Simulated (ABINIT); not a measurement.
The system is MgB2.

```
CELL_PARAMETERS angstrom
3.08500 0.00000 0.00000
-1.54250 2.67169 0.00000
0.00000 0.00000 3.52300
ATOMIC_POSITIONS crystal
Mg 0.00000 0.00000 0.00000
B 0.66667 0.33333 0.50000
B 0.33333 0.66667 0.50000
```

```yaml
Program: ABINIT 10.8.3 (patched build)
Task: relaxation of cell and atoms
Functional: LDA
Potentials_or_basis: PseudoDojo NC SR LDA v0.4.1 standard
Cutoff: 1143 eV
k_mesh: 8 × 8 × 6
Occupations: fermi-dirac, width 0.05 eV
Spin: no spin polarisation
```

At the start: pressure -7.2 GPa; volume 9.68 Å³/atom.

How do energy, volume and symmetry change on relaxing?

Over 7 steps the energy falls by 11.3 meV/atom and the volume is 9.20 Å³/atom (-5.0 %); space group P6/mmm (No. 191, to 0.05 Å).

The path:
| step | energy change (eV) | largest force (eV/Å) | pressure (GPa) | volume (Å³) |
| --- | --- | --- | --- | --- |
| 1 | 0.0000 | 0.0000 | -7.21 | 29.04 |
| 2 | -0.0224 | 0.0000 | -4.05 | 28.40 |
| 3 | -0.0327 | 0.0000 | 0.20 | 27.62 |
| 4 | -0.0333 | 0.0000 | 0.13 | 27.61 |
| 5 | -0.0339 | 0.0000 | 0.01 | 27.58 |
| 6 | -0.0339 | 0.0000 | 0.00 | 27.59 |
| 7 | -0.0339 | 0.0000 | 0.00 | 27.59 |

Final structure:
```
Mg B
1.0
     3.04428    0.00000    0.00000
    -1.52214    2.63643    0.00000
     0.00000    0.00000    3.43709
Mg B
1 2
Direct
  0.00000 0.00000 0.00000
  0.66667 0.33333 0.50000
  0.33333 0.66667 0.50000
```
